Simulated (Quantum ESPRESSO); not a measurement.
Crystal: Mg.

```
Mg
1.0
     3.20930    0.00000    0.00000
    -1.60465    2.77934    0.00000
     0.00000    0.00000    5.21030
Mg
2
Direct
  0.66667 0.33333 0.75000
  0.33333 0.66667 0.25000
```

Base run:

* Program: Quantum ESPRESSO 7.5
* Functional: LDA
* Potentials or basis: SG15 PBE 1.2
* Cutoff: 952 eV
* Density cutoff: 3810 eV
* k mesh: 10 × 10 × 5
* Occupations: fermi-dirac, width 0.05 eV
* Spin: no spin polarisation

Its results: band gap on the k mesh none (metal or under the smearing width); pressure -2.8 GPa.

After a change of settings the same cell gave: band gap on the k mesh none (metal or under the smearing width); pressure -0.8 GPa. Which change was it?
A. functional from LDA to AM05
B. functional from LDA to rPW86PBE; dispersion from none to rVV10
C. functional from LDA to RPBE
D. functional from LDA to M06L; k mesh from 10 × 10 × 5 to 8 × 8 × 4

A.

AM05 binds less tightly than LDA, so the same cell stands under more pressure.

Caveats: the potentials were made for another functional, which shifts forces and pressure.
